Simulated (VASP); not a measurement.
# LiH (Fm-3m) in VASP: settings compared

Aim: see how the results for LiH move with the level of theory and the settings. Levels: PBE, PBE0+D3(BJ). Tasks: single point, relaxation of the atoms.

All numbers are computed with VASP 6.6.1; they aren't measurements. Logs are shortened: lines on timing, memory, paths and dates and some standing lists are left out, and cuts for length are marked.

**1. Starting point**

The structure is cubic, space group Fm-3m (No. 225). Conventional cell: a = 4.073 Å, b = 4.073 Å, c = 4.073 Å, α = 90.00°, β = 90.00°, γ = 90.00°. Li (site symmetry m-3m) is surrounded by 6 H at 2.04 Å. Around H (site symmetry m-3m) lie 6 Li at 2.04 Å.

**2. Single point, PBE**

run.py reads:

```python
from ase.calculators.vasp import Vasp
from ase.dft.bandgap import bandgap
from ase.io import read

atoms = read('LiH.cif')
calc = Vasp(
    directory='calc',
    xc='pbe',
    pp='PBE',
    setups='recommended',
    pp_version='54',
    prec='Accurate',
    encut=520,
    ediff=1e-06,
    ismear=0,
    sigma=0.02,
    lreal=False,
    lasph=True,
    nelm=100,
    algo='Normal',
    isif=2,
    lwave=False,
    lcharg=False,
    kpts=[11, 11, 11],
    gamma=True,
)
atoms.calc = calc

print('energy (eV):', atoms.get_potential_energy())
print('free energy (eV):', atoms.get_potential_energy(force_consistent=True))
print('forces (eV/A):')
print(atoms.get_forces())
print('stress (eV/A^3, Voigt):', atoms.get_stress())
print('Fermi level (eV):', calc.get_fermi_level())
gap, top, bottom = bandgap(calc)
print('band gap (eV):', gap, 'from (spin, k, band)', top, 'to', bottom)
```

LiH.cif reads:

```cif
data_LiH
_cell_length_a 2.88039947
_cell_length_b 2.88039947
_cell_length_c 2.88039947
_cell_angle_alpha 60.00000000
_cell_angle_beta 60.00000000
_cell_angle_gamma 60.00000000
_space_group_name_H-M_alt 'P1'
_space_group_name_Hall 'P 1'
_space_group_IT_number 1
loop_
_space_group_symop_operation_xyz
'x,y,z'
loop_
_atom_site_label
_atom_site_type_symbol
_atom_site_symmetry_multiplicity
_atom_site_Wyckoff_symbol
_atom_site_fract_x
_atom_site_fract_y
_atom_site_fract_z
_atom_site_occupancy
Li1 Li 1 a 0.0000000000 0.0000000000 0.0000000000 1
H1 H 1 a 0.5000000000 0.5000000000 0.5000000000 1
```

Potentials or basis: VASP PAW PBE potentials, release 54 (Li_sv, H).

Command:

```bash
$ python run.py
```

Output:

```text
energy (eV): -6.12275312
free energy (eV): -6.12275312
forces (eV/A):
[[-0. -0.  0.]
 [ 0.  0.  0.]]
stress (eV/A^3, Voigt): [ 0.01162811  0.01162811  0.01162811  0.         -0.         -0.        ]
Fermi level (eV): 0.07516497
band gap (eV): 3.1991 from (spin, k, band) (0, np.int64(35), np.int64(1)) to (0, np.int64(35), np.int64(2))
```

OUTCAR:

```text
ENCUT = 520.000000
   EDIFF = 1.00e-06
   GGA = PE
   PREC = Accurate
   ISIF = 2
   ISMEAR = 0
   NELM = 100
   LASPH = .TRUE.
   LREAL = .FALSE.

 ion  position               nearest neighbor table
   1  0.000  0.000  0.000-
   2  0.500  0.500  0.500-

  LATTYP: Found a face centered cubic cell.
 ALAT       =     4.0734999955

  Lattice vectors:

 A1 = (   2.8803994700,   0.0000000000,   0.0000000000)
 A2 = (   1.4401997350,   2.4944991141,   0.0000000000)
 A3 = (   1.4401997350,   0.8314997047,   2.3518363190)

Analysis of symmetry for initial positions (statically):
=====================================================================
 Subroutine PRICEL returns:
 Original cell was already a primitive cell.

 Routine SETGRP: Setting up the symmetry group for a
 face centered cubic supercell.

 Subroutine GETGRP returns: Found 48 space group operations
 (whereof 48 operations were pure point group operations)
 out of a pool of 48 trial point group operations.

The static configuration has the point symmetry O_h .

Analysis of symmetry for dynamics (positions and initial velocities):
=====================================================================
 Subroutine PRICEL returns:
 Original cell was already a primitive cell.

 Routine SETGRP: Setting up the symmetry group for a
 face centered cubic supercell.

 Subroutine GETGRP returns: Found 48 space group operations
 (whereof 48 operations were pure point group operations)
 out of a pool of 48 trial point group operations.

The dynamic configuration has the point symmetry O_h .

 Subroutine INISYM returns: Found 48 space group operations
 (whereof 48 operations are pure point group operations),
[... 126 lines left out ...]
   LRPA    =     F    only Hartree local field effects (RPA)
 non-spin polarized calculation
 Gauss-broadening in eV      SIGMA  =   0.02
  energy-cutoff  :      520.00
  volume of cell :       16.90
 maximum number of plane-waves:       470
 NGX is ok and might be reduce to    24
   NGX = 11   NGY = 11   NGZ = 11

 number of electron       3.9999999 magnetization

 Free energy of the ion-electron system (eV)
  ---------------------------------------------------
  ext. energy  EPLUGINS =         0.00000000
  ---------------------------------------------------
  free energy    TOTEN  =        -6.12275312 eV

  energy without entropy =       -6.12275312  energy(sigma->0) =       -6.12275312

 E-fermi :   0.0752     XC(G=0):  -8.3577

 val. band max:       -0.1681109908   @ k =  -0.4545   0.4545   0.0000
 cond. band min:       3.0309876684   @ k =  -0.4545   0.4545   0.0000
 fundamental gap:      3.1990986592
 Fermi energy:         0.0751649737

 k-point     1 :       0.0000    0.0000    0.0000
  band No.  band energies     occupation
      1     -44.4687      2.00000
      2      -5.3791      2.00000
      3      15.3451      0.00000
      4      17.2764      0.00000
      5      17.2764      0.00000
      6      17.2764      0.00000
[... 199 lines left out ...]
 k-point    24 :      -0.1818    0.1818    0.0000
  band No.  band energies     occupation
      1     -44.4432      2.00000
      2      -3.8864      2.00000
      3       9.8102      0.00000
      4       9.9955      0.00000
      5      15.5588      0.00000
      6      17.0321      0.00000

 [... further k-points ...]

------------------------ aborting loop because EDIFF is reached ----------------------------------------

  FORCE on cell =-STRESS in cart. coord.  units (eV):
  Direction    XX          YY          ZZ          XY          YZ          ZX
  --------------------------------------------------------------------------------------
  -------------------------------------------------------------------------------------
  Total       -0.1964953     -0.1964953     -0.1964953      0.0000000     -0.0000000      0.0000000
  in kB      -18.6302911    -18.6302911    -18.6302911      0.0000000     -0.0000000      0.0000000
  external PRESSURE =     -18.6302911 kB  Pullay stress =       0.0000000 kB

 VOLUME and BASIS-vectors are now :
 -----------------------------------------------------------------------------
  energy-cutoff  :      520.00
  volume of cell :       16.90
      direct lattice vectors                 reciprocal lattice vectors
     2.880399470  0.000000000  0.000000000     0.347174067 -0.200441041 -0.141733220
     1.440199735  2.494499114  0.000000000     0.000000000  0.400882083 -0.141733220
     1.440199735  0.831499705  2.351836319     0.000000000  0.000000000  0.425199659

 POSITION                                       TOTAL-FORCE (eV/Angst)
 -----------------------------------------------------------------------------------
      0.00000      0.00000      0.00000        -0.000000     -0.000000      0.000000
      2.88040      1.66300      1.17592         0.000000      0.000000      0.000000
 -----------------------------------------------------------------------------------
    total drift:                               -0.000000      0.000000      0.000000

  FREE ENERGIE OF THE ION-ELECTRON SYSTEM (eV)
  ---------------------------------------------------
  free  energy   TOTEN  =        -6.1227531151 eV

  energy  without entropy=       -6.1227531151  energy(sigma->0) =       -6.12275312
```

INCAR:

```text
ENCUT = 520.000000
SIGMA = 0.020000
EDIFF = 1.00e-06
ALGO = Normal
GGA = PE
PREC = Accurate
ISIF = 2
ISMEAR = 0
NELM = 100
LASPH = .TRUE.
LCHARG = .FALSE.
LWAVE = .FALSE.
LREAL = .FALSE.
```

Wall time 7.5 s (1 thread of Intel Xeon Platinum 8375C at 2.90GHz (Ice Lake), shared host); peak memory 0.13 GiB.

Results:

```
Free energy            : -6.1228 eV
Band gap on the k mesh : 3.20 eV, direct
```

Caveat: the cutoff is under 1.25 times the usual one of these potentials, so pressure, stress and relaxed cells hold a basis-set (Pulay) error; an odd mesh through Γ misses points on the zone boundary, where band edges often lie.

**3. Relaxation of the atoms, PBE0+D3(BJ) (atoms moved at random, drawn with an rms of 0.15 Å)**

POSCAR reads:

```
LiH
1.0
    0.0000000000      2.0367500000      2.0367500000
    2.0367500000      0.0000000000      2.0367500000
    2.0367500000      2.0367500000      0.0000000000
Li H
1 1
Selective dynamics
Direct
   -0.0510040000      0.0221680000      0.0209780000  F F F
    0.4495180000      0.5286960000      0.5406030000  T T T
```

INCAR.step1 reads:

```
ALGO = Normal
EDIFF = 1E-5
ENCUT = 520
GGA = PE
ISMEAR = -1
LASPH = True
LCHARG = False
LREAL = False
LWAVE = True
NELM = 80
PREC = Accurate
SIGMA = 0.1
```

INCAR.step2 reads:

```
AEXX = 0.25
ALGO = Normal
EDIFF = 1E-7
EDIFFG = -0.01
ENCUT = 520
GGA = PE
HFRCUT = -1
IBRION = 2
ISIF = 2
ISMEAR = -1
ISTART = 1
IVDW = 12
LASPH = True
LCHARG = False
LHFCALC = True
LREAL = False
LWAVE = False
NELM = 80
NSW = 40
PREC = Accurate
PRECFOCK = Fast
SIGMA = 0.1
```

KPOINTS reads:

```
k-points
0
Gamma
  6 6 6
```

Potentials or basis: VASP PAW PBE potentials, release 64 (Li_sv, H).

Command:

```bash
$ cat potpaw_PBE.64/Li_sv/POTCAR potpaw_PBE.64/H/POTCAR > POTCAR
$ cp INCAR.step1 INCAR
$ mpirun -np 1 vasp_std > vasp.out
$ cp INCAR.step2 INCAR
$ mpirun -np 1 vasp_std > vasp.out
```

Run time: 7.6 min. Hardware: 1 thread of Intel Xeon Platinum 8375C at 2.90GHz (Ice Lake), shared host; peak memory 0.16 GiB.

It converged, with:

| Property | Result |
| --- | --- |
| Free energy | -7.4519 eV |
| Energy gained by relaxing | 1.1 meV/atom |
| Ionic steps | 5 |
| Band gap on the k mesh | 4.69 eV, direct |
| Dispersion energy per atom | -0.163 eV |

Step by step:
```tsv
step	energy change (eV)	largest force (eV/Å)	pressure (GPa)
1	0.0000	0.0660	-5.38
2	-0.0002	0.0632	-5.38
3	-0.0008	0.0541	-5.40
4	-0.0016	0.0355	-5.42
5	-0.0023	0.0011	-5.44
```

Final structure:
```
Li H
1.0
     0.00000    2.03675    2.03675
     2.03675    0.00000    2.03675
     2.03675    2.03675    0.00000
Li H
1 1
Direct
  0.94900 0.02217 0.02098
  0.44926 0.52197 0.52050
```

Levels at points of the mesh, in eV from the valence-band top:
| k point | band 1 | band 2 | band 3 | band 4 | band 5 | band 6 |
| --- | --- | --- | --- | --- | --- | --- |
| (0.00, 0.00, 0.00) | -47.40 | -5.93 | 18.04 | 19.74 | 19.74 | 19.74 |
| (0.50, 0.00, 0.00) | -47.36 | -2.76 | 6.56 | 15.57 | 18.33 | 18.33 |
| (0.00, 0.50, 0.00) | -47.36 | -2.76 | 6.56 | 15.57 | 18.33 | 18.33 |
| (0.00, 0.00, 0.50) | -47.36 | -2.76 | 6.56 | 15.57 | 18.33 | 18.33 |
| (0.50, 0.50, 0.50) | -47.36 | -2.76 | 6.56 | 15.57 | 18.33 | 18.33 |
| (0.50, 0.50, 0.00) | -47.34 | 0.00 | 4.69 | 12.69 | 12.69 | 15.70 |
| (0.00, 0.50, 0.50) | -47.34 | 0.00 | 4.69 | 12.69 | 12.69 | 15.70 |
| (0.50, 0.00, 0.50) | -47.34 | 0.00 | 4.69 | 12.69 | 12.69 | 15.70 |

Caveat: the k mesh is coarse (spacing up to 0.45 Å⁻¹), so the values aren't converged, least of all with exact exchange; the cutoff is under 1.25 times the usual one of these potentials, so pressure, stress and relaxed cells hold a basis-set (Pulay) error; the PAW data sets were made with another functional, which shifts forces and pressure a little.

**4. The reference run**

An earlier run on the cell as given: functional PBE; potentials or basis VASP PAW PBE potentials, release 64 (Li_sv, H); cutoff 520 eV; k mesh 11 × 11 × 11; occupations fermi-dirac, width 0.05 eV; no spin polarisation.

* Band gap on the k mesh: 3.20 eV, direct

**5. The runs side by side**

| task | level | potentials or basis | cell | k mesh | smearing | grid for exact exchange (PRECFOCK) | exchange at q = 0 | atoms held fixed (from 0) | mesh quality | gap on the mesh (eV) |
| --- | --- | --- | --- | --- | --- | --- | --- | --- | --- | --- |
| single point | PBE | VASP PAW PBE potentials, release 54 (Li_sv, H) | as given | 11 × 11 × 11 | gaussian 0.02 eV | - | - | - | not flagged | 3.20 |
| relaxation of the atoms | PBE0+D3(BJ) | VASP PAW PBE potentials, release 64 (Li_sv, H) | atoms relaxed from: atoms moved at random, drawn with an rms of 0.15 Å | 6 × 6 × 6 | fermi-dirac 0.1 eV | Fast | truncated | [0] | coarse | 4.69 |
| single point | PBE | VASP PAW PBE potentials, release 64 (Li_sv, H) | as given | 11 × 11 × 11 | fermi-dirac 0.05 eV | - | - | - | not flagged | 3.20 |

Alike in all rows: no spin polarisation; cutoff (eV) 520.

Caveats: some runs use coarse meshes; the cutoff is under 1.25 times the usual one of these potentials, so pressure, stress and relaxed cells hold a basis-set (Pulay) error; an odd mesh through Γ misses points on the zone boundary, where band edges often lie (some runs); the PAW data sets were made with another functional, which shifts forces and pressure a little (some runs).

Total energies depend on the potentials used, so only differences within one code and one set of settings carry meaning.
